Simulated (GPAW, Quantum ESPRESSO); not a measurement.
This is a calculation of ZrB2 for Quantum ESPRESSO 7.5. 

The input pw.in:

```
&CONTROL
  calculation = 'scf'
  prefix = 'pwscf'
  outdir = './tmp'
  pseudo_dir = './pseudo'
  tprnfor = .true.
  tstress = .true.
  disk_io = 'low'
/
&SYSTEM
  ibrav = 0
  celldm(1) = 8
  nat = 3
  ntyp = 2
  ecutwfc = 45
  ecutrho = 360
  nbnd = 15
  occupations = 'smearing'
  smearing = 'fd'
  degauss = 0.00367493
/
&ELECTRONS
  conv_thr = 6d-10
  electron_maxstep = 120
  mixing_beta = 0.5
/
ATOMIC_SPECIES
Zr    91.2240 zr_pbesol_v1.uspp.F.UPF
B     10.8100 b_pbesol_v1.4.uspp.F.UPF
CELL_PARAMETERS alat
  0.7488039768830   0.0000000000000   0.0000000000000
 -0.3744019884415   0.6484832664362   0.0000000000000
  0.0000000000000   0.0000000000000   0.8345502997879
ATOMIC_POSITIONS crystal
Zr     0.0000000000    0.0000000000    0.0000000000
B      0.6666666667    0.3333333333    0.5000000000
B      0.3333333333    0.6666666667    0.5000000000
K_POINTS automatic
10 10 8 0 0 0
```

The input pp_density.in:

```
&INPUTPP
  prefix = 'pwscf'
  outdir = './tmp'
  filplot = 'density.dat'
  plot_num = 0
/
&PLOT
  nfile = 1
  filepp(1) = 'density.dat'
  iflag = 3
  output_format = 6
  fileout = 'density.cube'
/
```

The input pp_potential.in:

```
&INPUTPP
  prefix = 'pwscf'
  outdir = './tmp'
  filplot = 'potential.dat'
  plot_num = 11
/
&PLOT
  nfile = 1
  filepp(1) = 'potential.dat'
  iflag = 3
  output_format = 6
  fileout = 'potential.cube'
/
```

Potentials or basis: GBRV 1.5 PBEsol.

The run is started by

```bash
$ OMP_NUM_THREADS=1 mpirun -n 2 pw.x -nk 2 -in pw.in > pw.out
$ OMP_NUM_THREADS=1 mpirun -n 1 pp.x -in pp_density.in > pp_density.out
$ OMP_NUM_THREADS=1 mpirun -n 1 pp.x -in pp_potential.in > pp_potential.out
```

Q: Translate it to GPAW 26.7.0 (ASE script). Potentials or basis there: PAW data sets generated for this functional, cutoff 800 eV.

A: As run (cutoffs and basis follow the program's own potentials, and thresholds, step limits or extra output files can differ):

File run.py:

```python
from ase import Atoms
from ase.dft.bandgap import bandgap
from ase.io import write
from ase.units import Bohr, GPa
from gpaw import GPAW, PW, setup_paths
from gpaw.elf import elf_from_dft_calculation

setup_paths.insert(0, '.')

atoms = Atoms(['Zr', 'B', 'B'],
              cell=[[3.17, 0.0, 0.0],
                    [-1.585, 2.74530053, 0.0],
                    [0.0, 0.0, 3.533]],
              scaled_positions=[[0.0, 0.0, 0.0],
                                [0.6666666667, 0.3333333333, 0.5],
                                [0.3333333333, 0.6666666667, 0.5]],
              pbc=True)

calc = GPAW(mode=PW(800),
            xc='PBEsol',
            kpts={'size': (10, 10, 8), 'gamma': True},
            occupations={'name': 'fermi-dirac', 'width': 0.05},
            nbands=20,
            convergence={'density': 1e-05, 'energy': 1e-05},
            maxiter=150,
            txt='gpaw.txt')
atoms.calc = calc
energy = atoms.get_potential_energy()
forces = atoms.get_forces()
stress = atoms.get_stress()
calc.write('gs.gpw')
write('result.traj', atoms)
print(f'Energy: {energy:.6f} eV')
print('Forces (eV/A):')
print(forces.round(4))
print('Stress (GPa):', (stress / GPa).round(3))
print('Fermi level:', round(calc.get_fermi_level(), 4), 'eV')
print(f'Gap: {bandgap(calc)[0]:.4f} eV, direct: {bandgap(calc, direct=True)[0]:.4f} eV')

# fields on the real-space grid
write('density.cube', atoms, data=calc.get_pseudo_density() * Bohr**3)
write('potential.cube', atoms, data=calc.get_electrostatic_potential())
write('elf.cube', atoms, data=elf_from_dft_calculation(calc).data)
```

Potentials or basis: PAW data sets generated in the run's folder for this functional, pw.

Run with:

```sh
$ gpaw-setup -f PBEsol B Zr
$ OMP_NUM_THREADS=1 python run.py
```

Both were run:

|  | Quantum ESPRESSO | GPAW |
| --- | --- | --- |
| Pressure | -4.0 GPa | -4.8 GPa |

Pressure is positive in compression.
